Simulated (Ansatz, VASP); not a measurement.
# GaP in two plane-wave programs, part 2 of 2

One calculation is typed for both programs; each brings its own data sets. How far apart do they land? The cell is taken from a series of runs on this material, whose earlier steps may have relaxed, scaled, displaced or heated it; both programs get it as it stands.

VASP 6.6.1 and Ansatz 0.2.0.

So far: Set-up; VASP: dielectric response, PBE.

## Step 3: Ansatz: dielectric response, PBE

Level of this step: Ansatz beside VASP: Kohn-Sham DFT, plane waves, PBE (Ansatz).

Ansatz runs on its default PAW (the set named soft_2) files.

The same cell, functional and mesh now go to Ansatz, which takes its cutoff from its data sets.

Contents of input.yaml:

```yaml
crystal:
  lattice:
    - [0.0, 2.7529801828, 2.7529801828]
    - [2.7529801828, 0.0, 2.7529801828]
    - [2.7529801828, 2.7529801828, 0.0]
  atoms:
    - { symbol: Ga, position: [0.0, 0.0, 0.0] }
    - { symbol: P, position: [0.25, 0.25, 0.25] }
kpoints:
  mp_grid: { grid: [8, 8, 8] }
hamiltonian:
  xc: pbe
scf:
  occupations: { method: fixed }
output:
  eigenvalues: true
dielectric: {}
```

Launch:

```bash
$ ansatz run input.yaml --threads 4 --pin off --max-ram 8192MiB --backend cpu --events-out ev --progress --plain --runs-dir out
```

Numbers of over 12 decimals in the logs are rounded to 6 here.

The program printed:

```text
Engine: ansatz 0.2.0, x86_64-unknown-linux-gnu
Pseudopotentials: kind: paw
Pseudopotential: Ga, paw, valence charge 13, recommended cutoff 420 eV (normal), Ga.paw.azcp
Pseudopotential: P, paw, valence charge 5, recommended cutoff 420 eV (normal), P.paw.azcp
Functional definition: PBE
  parameter kappa = 0.804
  parameter beta = 0.066725
  exchange = pbe_x(kappa = kappa, mu = beta*pi^2/3)
  correlation = pbe_c(beta = beta)
Crystal: 2 atoms, lattice volume = 41.729 Å³
Basis set: ecut = 420 eV, 869 PW (Γ), exchange–correlation on 54×54×54 points (8 copies of the dense FFT grid, shifted against one another)
Bands: 13, of which v1, the nominal top of the filled ones, is band 9 counted from 1 (8 counted from 0)
Symmetry: 24 space group operations
k-points: 95 of 512 (irreducible under 4 space group operations, time reversal used)
Non-local potential: Ga, projectors of the file, l = 0: 2, l = 1: 2, l = 2: 3, l = 3: 1
Non-local potential: P, projectors of the file, l = 0: 2, l = 1: 2, l = 2: 2
PAW form: soft (Blöchl's): semilocal exchange-correlation on the pseudo side does not see the compensation charge
PAW one-centre angular grid: Ga, 590 points (default); XC on 64 Gauss nodes
PAW one-centre angular grid: P, 110 points (default); XC on 64 Gauss nodes
Initial density: superposition of atomic densities (neutral atoms: chi_scale 0, normalization atom), corrected by the library's trained network
Initial wavefunctions: pseudopotential atomic-orbital guess
Functional: x = pbe(κ = 0.804, μ = 0.219515), c = pbe(β = 0.066725)
SCF iter   1: F=—  HF=-4539.558283 eV  |F-HF|=—  |Δ(HF+E_count)|=         —  Δρ=1.56e-3  dr2=1.43e-3  ethr=1.77e-3  ⟨swp⟩=5.0  Hψ=6519  notcnv=0  defer=172
preconditioner: auto → none  [insulator: Δε(μ)=1.573 eV  Ē_g=15.383 eV  n_scr=14 (ndim 8)  ℏωp=24.4 eV  f_vac=0.017  ε∞_Penn≈3.5]
SCF iter   2: F=—  HF=-4539.557510 eV  |F-HF|=—  |Δ(HF+E_count)|=   7.73e-4  Δρ=1.18e-3  dr2=4.30e-4  ethr=7.94e-6  ⟨swp⟩=2.8  Hψ=3196  notcnv=0  defer=188
SCF iter   3: F=—  HF=-4539.557342 eV  |F-HF|=—  |Δ(HF+E_count)|=   1.68e-4  Δρ=3.61e-4  dr2=5.18e-5  ethr=2.39e-6  ⟨swp⟩=2.0  Hψ=2294  notcnv=0  defer=176
SCF iter   4: F=—  HF=-4539.557391 eV  |F-HF|=—  |Δ(HF+E_count)|=   4.94e-5  Δρ=1.09e-4  dr2=3.80e-6  ethr=2.88e-7  ⟨swp⟩=3.0  Hψ=2281  notcnv=0  defer=166
SCF iter   5: F=—  HF=-4539.557392 eV  |F-HF|=—  |Δ(HF+E_count)|=   9.68e-7  Δρ=2.95e-5  dr2=3.56e-7  ethr=2.11e-8  ⟨swp⟩=2.0  Hψ=2079  notcnv=0  defer=151
SCF iter   6: F=—  HF=-4539.557393 eV  |F-HF|=—  |Δ(HF+E_count)|=   9.52e-7  Δρ=9.69e-6  dr2=2.40e-8  ethr=1.98e-9  ⟨swp⟩=2.0  Hψ=2090  notcnv=0  defer=153
SCF iter   7: F=—  HF=-4539.557393 eV  |F-HF|=—  |Δ(HF+E_count)|=   3.56e-8  Δρ=2.36e-6  dr2=1.11e-9  ethr=1.33e-10  ⟨swp⟩=2.1  Hψ=2063  notcnv=0  defer=155
SCF iter   8: F=-4539.557393 eV  HF=-4539.557393 eV  |F-HF|=5.09e-11  |Δ(HF+E_count)|=  7.98e-10  Δρ=4.70e-7  dr2=4.86e-11  ethr=1.00e-12  ⟨swp⟩=5.2  Hψ=6735  notcnv=0
SCF 1 converged in 8 iterations: F = -4539.557393 eV  dr2 = 4.86e-11
  greatest PAW one-centre occupation: 0.994 electrons in one spin orbital (limit 2), on the Ga atom at site 0 (counted from 0), in its partial waves of l = 2
DFPT response loops at Γ: preconditioner auto → none (the input reference at scf.mixing.eps_inf says where Resta's filter doesn't serve); β = 0.50; Broyden in place of MSR1
── the response to a field inside a basis, on 10×10×10 k-points: an SCF that follows is theirs, and a resumed run solves both again ──
Bands: 10, of which v1, the nominal top of the filled ones, is band 9 counted from 1 (8 counted from 0)
k-points: 110
Initial density: handed on by an earlier stage of this run
Initial wavefunctions: pseudopotential atomic-orbital guess (no wavefunctions were taken with the density)
Eigensolver: Dense (110 Hₖ)
SCF iter   1: F=—  HF=-4539.558503 eV  |F-HF|=—  |Δ(HF+E_count)|=         —  Δρ=1.84e-4  dr2=1.04e-5  ethr=1.00e-1
preconditioner: auto → none  [insulator: Δε(μ)=1.637 eV  Ē_g=13.056 eV  n_scr=14 (ndim 8)  ℏωp=24.4 eV  f_vac=0.011  ε∞_Penn≈4.5]
SCF iter   2: F=—  HF=-4539.558500 eV  |F-HF|=—  |Δ(HF+E_count)|=   2.38e-6  Δρ=1.38e-4  dr2=3.45e-6  ethr=5.75e-8
SCF iter   3: F=—  HF=-4539.558501 eV  |F-HF|=—  |Δ(HF+E_count)|=   8.41e-7  Δρ=1.62e-5  dr2=9.55e-8  ethr=1.92e-8
SCF iter   4: F=-4539.558501 eV  HF=-4539.558501 eV  |F-HF|=5.55e-8  |Δ(HF+E_count)|=   1.28e-7  Δρ=9.58e-6  dr2=3.81e-8  ethr=5.31e-10
SCF 1 converged in 4 iterations: F = -4539.558501 eV  dr2 = 3.81e-8
DFPT response loops at Γ: mixed as the last ones told, above
SCF converged after 8 iterations
Free energy (F): -4539.557393 eV
Harris-Foulkes:  -4539.557393 eV  (|F-HF|=5.09e-11)
Internal energy: -4539.557393 eV  (E = F + TS)
E sigma→0 (E₀):  -4539.557393 eV
Fermi energy:    6.707816 eV
--- Per-component energies (eV) ---
  E_band       = -63.762892
  E_kinetic    = 185.376740
  E_local      = -2220.753248  (includes V_loc(G=0)·N_el)
  E_nonlocal   = 458.828613
  E_hartree    = 1025.276895
  E_xc         = -130.305170
  E_vxc        = -118.402103  (∫ρ·V_xc dr)
  E_paw        = -2558.558187  (= ΣΔE_a)
  E_vpaw       = -419.366194  (= ΣTr[D̂ρ^β])
  E_aug_tail   = -0.000086  (compensation charges beyond the density's cutoff)
  E_ewald      = -1299.422951
  E_smearing   = -0.000000  (= −TS)
  E_closure    = 0.000000  (closes the sum)
  Σ components = -4539.557393   (vs F -4539.557393, Δ=0.00e0)
--- Band table (eV; the first three rows and the last of 95) ---
  k-point 0: bands = [... 5 lower, -5.5599, 6.7078, 6.7078, 6.7078, 8.2867, 10.5998, 10.5998, 10.5998]
  k-point 1: bands = [... 5 lower, -5.3655, 5.0831, 6.4892, 6.4892, 8.9908, 10.9356, 10.9356, 11.1105]
  k-point 2: bands = [... 5 lower, -4.8151, 2.8982, 6.0738, 6.0738, 8.7591, 11.4315, 11.4315, 12.9007]
  k-point 94: bands = [... 5 lower, -2.6513, 0.2889, 3.2747, 3.4322, 11.4021, 11.4376, 12.7203, 12.8579]
--- Dielectric response (ions clamped): 3 representative field directions + reference, inside a basis on a mesh of 1000 k-points (Σ response iterations 15) ---
  ε∞ (high-frequency dielectric tensor):
       10.627087     0.000000    -0.000000
        0.000000    10.627087     0.000000
       -0.000000     0.000000    10.627087
  Born effective charges Z* (e; rows j = field, columns β = displacement):
    site 0:
         2.19698    0.00000    0.00000
         0.00000    2.19698    0.00000
         0.00000    0.00000    2.19698
    site 1:
        -2.19698   -0.00000   -0.00000
        -0.00000   -2.19698   -0.00000
        -0.00000   -0.00000   -2.19698
  Z* charge neutrality: 2.189e-4 e pre-enforcement
  solved inside a basis spanned on kpoints, on 10×10×10 k-points transformed towards the longest dipole: ε∞ is read to err by 2.9e-2, Z* by 1.4e-2 e (field_mesh: kpoints solves on kpoints); Z* is corrected for what the basis lacks
```

## Step 4: Differences

Known differences besides the potentials themselves: fixed occupations in Ansatz, narrow Gaussian smearing in VASP; VASP's response is taken on the typed mesh, Ansatz refines its own for the field response alone; the cutoff is 420 eV in Ansatz and 400 eV in VASP. Total energies have different zeros and are not compared.

The two programs side by side:

| quantity | Ansatz | VASP | difference |
| --- | --- | --- | --- |
| ε∞ xx | 10.63 | 11.61 | -8.47 % |
| ε∞ yy | 10.63 | 11.61 | -8.47 % |
| ε∞ zz | 10.63 | 11.61 | -8.47 % |
| Born charge of Ga1 (mean of the diagonal) (e) | 2.20 | 2.27 | -0.08 |
| Born charge of P2 (mean of the diagonal) (e) | -2.20 | -2.27 | +0.08 |

## Step 5: Outcome

```json
{
  "difference in ε∞ xx (dielectric response, PBE)": "-8.5 %"
}
```

**Reading.** The difference in ε∞ xx is -8.5 % (dielectric response, PBE), beyond the 5 % picked in this series as the mark of a large difference. What causes the difference of the dielectric response, PBE pair stays open here. How closely two codes agree says nothing of how well the functional describes the real material.

[Lines on the potential files, build, host, timing and source positions are cut from VASP's logs without a mark.]

[Logs are printed without paths, hosts, clocks, repeated set-up lines and the standing remarks that a program may print on its own settings, such as how far it seeks lower states.]

[Hosts, paths, dates, database ids (printed as entryN), source tags and the programs' standing remarks are cut or masked in the printed files.]
